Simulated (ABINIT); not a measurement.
Write the native input for ABINIT 10.8.3 (patched build) that does the following.

| Item | Value |
| --- | --- |
| Task | single point |
| Functional | PBE |
| Potentials or basis | JTH PAW PBE v2.0 |
| Cutoff | 463 eV |
| k mesh | 6 × 6 × 6 |
| Occupations | fermi-dirac, width 0.05 eV |
| Spin | no spin polarisation |
| Fine-grid cutoff | 925.187 eV |

The structure of Zr lies in POSCAR:

```
Zr
1.0
    4.2991300000      0.0000000000      0.0000000000
    0.0000000000      4.2991300000      0.0000000000
    0.0000000000      0.0000000000      4.2991300000
Zr
3
Direct
    0.5000000000      0.0000000000      0.0000000000  Zr
    0.0000000000      0.5000000000      0.0000000000  Zr
    0.0000000000      0.0000000000      0.5000000000  Zr
```

The cell was built by a generator and needn't be a form met in nature.

One way to write it, as run:

run.abi

```
# Pseudopotentials
pp_dirpath "./"
pseudos "Zr.GGA_PBE-JTH.xml"

# Structure
structure "poscar:POSCAR"
natom 3

# Plane-wave basis
ecut 17.0
pawecutdg 34.0
pawxcdev 0

# k points
kptopt 1
ngkpt 6 6 6
nshiftk 1
shiftk 0.0 0.0 0.0

# Exchange and correlation
ixc 11

# Bands and occupations
nband 22
occopt 3
tsmear 0.05 eV

# SCF cycle
nstep 100
tolvrs 1.0e-9

# Output
iomode 3
prtwf 0
prtden 0
prteig 0
prtebands 0
enunit 2
prtvol 2
```

Potentials or basis: JTH PAW PBE v2.0.

Command:

```sh
$ abinit run.abi > log 2>&1
```

Results of the run:

```
Pressure                                              : -0.1 GPa
Band gap on the k mesh                                : none (metal or under the smearing width)
Valence electrons inside the program's atomic spheres : Zr 9.09 (radii [1.1749] Å)
```

It took 23 s on 1 thread of Arm Neoverse V1, on a shared host, peak memory 0.13 GiB.
